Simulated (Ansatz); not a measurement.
Runs of Ansatz 0.2.0 on Fe. It takes space group Fmmm (No. 69, orthorhombic). The conventional cell has a = 2.997 Å, b = 3.883 Å, c = 3.930 Å, α = 90.00°, β = 90.00°, γ = 90.00°. Fe (site symmetry mmm) has 12 Fe at 2.45 to 2.76 Å as nearest neighbours. 

| task | level | spin | U | cell | k mesh | cutoff (eV) | smearing | hubbard projectors | double counting | mesh quality | gap on the mesh (eV) | pressure (GPa) | moment (μB) | relaxed volume (Å³/atom) |
| --- | --- | --- | --- | --- | --- | --- | --- | --- | --- | --- | --- | --- | --- | --- |
| relaxation of cell and atoms | PBEsol+D4 | collinear, ferromagnetic start | - | relaxed | 13 × 13 × 13 | 420 | fermi-dirac 0.05 eV | - | - | not flagged | none | 0.0 | (b) | 10.66 |
| density of states | PBEsol+U | collinear, random start | Fe d U = 6.2 eV | as given | 13 × 13 × 13 | 420 | methfessel-paxton 0.2 eV | ortho-atomic (the default) | fll (the default) | not flagged | none | 45.5 | 2.93 | - |
| single point | B3LYP | collinear, ferromagnetic start | - | as given | 7 × 7 × 7 | 420 | fermi-dirac 0.05 eV | - | - | coarse | none | - | 2.81 | - |
| relaxation of cell and atoms | PBE0 | collinear, ferromagnetic start | - | relaxed | 7 × 7 × 7 | 420 | fermi-dirac 0.05 eV | - | - | coarse | none | - | 2.87 | 12.31 |
| single point | r2SCAN0 | collinear, ferromagnetic start | - | as given | 7 × 7 × 7 | 500 | fermi-dirac 0.05 eV | - | - | coarse | none | - | 2.87 | - |
| relaxation of cell and atoms | HSEsol | collinear, ferromagnetic start | - | relaxed | 7 × 7 × 7 | 420 | fermi-dirac 0.05 eV | - | - | coarse | none | - | 2.87 | 11.94 |
| relaxation of cell and atoms | PBEsol | collinear, ferromagnetic start | - | relaxed | 13 × 13 × 13 | 420 | fermi-dirac 0.05 eV | - | - | not flagged | none | 0.0 | 2.06 | 10.79 |
| single point | PBEsol | collinear, ferromagnetic start | - | as given | 13 × 13 × 13 | 420 | fermi-dirac 0.05 eV | - | - | not flagged | none | -10.4 | 2.18 | - |
| relaxation of cell and atoms | PBEsol0 | collinear, ferromagnetic start | - | relaxed | 7 × 7 × 7 | 420 | fermi-dirac 0.05 eV | - | - | coarse | none | - | 2.87 | (a) |
| relaxation of cell and atoms | HSE03 | collinear, ferromagnetic start | - | relaxed | 7 × 7 × 7 | 420 | fermi-dirac 0.05 eV | - | - | coarse | none | - | 2.88 | 12.40 |
| single point | PBEsol0 | collinear, ferromagnetic start | - | as given | 7 × 7 × 7 | 420 | fermi-dirac 0.05 eV | - | - | coarse | none | - | 2.87 | - |

Alike in all rows: potentials or basis Ansatz PAW.

Q: Fill in the values left out.

A: (a) 11.92; (b) 2.04.

Caveats: some runs use coarse meshes; the PAW data sets come from PBE, with cores solved anew for the run's functional, which leaves a small shift of forces and pressure; the magnetic or orbital state may not be the lowest (some runs); the plane-wave basis is chosen anew once the cell has moved, so the energies of steps on either side of that aren't comparable (some runs); pairwise dispersion overbinds metals, which lowers pressure and volume (some runs); a pressure of tens of GPa on the cell as given is suspect, and the run, the potentials or the cell itself is likely at fault (some runs); the U is typed as a test and isn't derived for this compound (some runs); the potentials were made for another functional, which shifts forces and pressure (some runs).

A k mesh can miss the band edges.

A gap of «none» marks a metal or a gap under the smearing width.

Not every run made on this cell is shown here.
